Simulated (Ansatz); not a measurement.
Consider the following.

CsBr:
```cif
data_BrCs
_chemical_formula_sum 'Cs1 Br1'
_space_group_name_H-M_alt 'P 1'
_space_group_IT_number 1
_cell_length_a 4.32371
_cell_length_b 4.32371
_cell_length_c 4.32371
_cell_angle_alpha 90.000
_cell_angle_beta 90.000
_cell_angle_gamma 90.000
loop_
_space_group_symop_operation_xyz
  'x, y, z'
loop_
_atom_site_label
_atom_site_type_symbol
_atom_site_fract_x
_atom_site_fract_y
_atom_site_fract_z
_atom_site_occupancy
Cs1 Cs 0.00000 0.00000 0.00000 1
Br1 Br 0.50000 0.50000 0.50000 1
```

This is the r²SCAN-relaxed structure.

### Question
All from the program Ansatz at the r²SCAN level (PAW), unless another level is named. Estimate the electron effective mass.

### Answer
0.32 mₑ (isotropic).

### Question
Next, the hole effective mass with spin–orbit coupling, band 2 of 2 at the edge?

### Answer
0.66 along [100], 0.72 along [110], 0.75 along [111] (mₑ).

### Question
Predict the band gap.

### Answer
5.19 eV (smallest direct gap 5.19 eV).

### Question
Give the hole effective mass with spin–orbit coupling, band 1 of 2 at the edge.

### Answer
4.1 along [100], 2.7 along [110], 2.3 along [111] (mₑ).

### Question
Predict the weight of the valence-edge state by species (Voronoi cells).

### Answer
Br 98 %, Cs 2 %.

### Question
What about the conduction-band minimum?

### Answer
at Γ.

Space group Pm-3m (CsCl type). The cell was relaxed with r²SCAN under the symmetry of its start. Spin–orbit coupling is left out wherever it is not named.

Potentials: the later of the program's two PAW sets.
